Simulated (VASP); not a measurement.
Set up this calculation in VASP 6.6.1, as the native input.

```yaml
Task: band structure
Functional: LDA
Potentials_or_basis: VASP PAW LDA potentials, release 64 (Pb_d, F)
Cutoff: 520 eV
k_mesh: 8 × 8 × 8
Occupations: gaussian, width 0.03 eV
Spin: no spin polarisation
Further_INCAR_settings: ALGO = Normal; EDIFF = 1e-06
```

The structure of PbF2 (Fluorocronite) lies in POSCAR:

```
PbF2                                    
1.0
    0.0000000000      2.9462119385      2.9462119385
    2.9462119385      0.0000000000      2.9462119385
    2.9462119385      2.9462119385      0.0000000000
  Pb              F             
     1     2
Direct
     0.0000000000000000    0.0000000000000000    0.0000000000000000
     0.2500000000000000    0.2500000000000000    0.2500000000000000
     0.7500000000000000    0.7500000000000000    0.7500000000000000
```

The input as run:

INCAR

```
PREC = Accurate
ENCUT = 520
EDIFF = 1E-6
ISMEAR = 0
SIGMA = 0.03
LREAL = F
LASPH = T
NELM = 80
ALGO = Normal
ISIF = 2
LWAVE = F
LCHARG = F
KPAR = 2
```

KPOINTS

```
Automatic mesh
0
Gamma
  8 8 8
```

KPOINTS_OPT

```
explicit points
252
Reciprocal
 0.0000000000  0.0000000000  0.0000000000 1
 0.0357142857  0.0000000000  0.0357142857 1
 0.0714285714  0.0000000000  0.0714285714 1
 0.1071428571  0.0000000000  0.1071428571 1
 0.1428571429  0.0000000000  0.1428571429 1
 0.1785714286  0.0000000000  0.1785714286 1
[... 244 lines left out ...]
 0.4883264900  0.0116735100  0.5000000000 1
 0.5116735100 -0.0116735100  0.5000000000 1
```

Potentials or basis: VASP PAW LDA potentials, release 64 (Pb_d, F).

The run is started by

```console
$ cat potpaw_LDA.64/Pb_d/POTCAR potpaw_LDA.64/F/POTCAR > POTCAR
$ mpirun -np 2 vasp_std > vasp.out
```

Results of the run:

```json
{"Pressure": "-3.3 GPa", "Band gap on the k mesh": "4.22 eV, indirect (least direct gap 4.38 eV)", "Band gap along the path": "4.22 eV, indirect (least direct gap 4.38 eV)"}
```

Caveat: spin-orbit coupling is left out, which as a rule narrows the gap of such compounds by several tenths of an eV.

It took 70 s on 2 MPI ranks on Intel(R) Xeon(R) Platinum 8488C (Sapphire Rapids), with other jobs on the host, peak memory 0.17 GiB a rank.
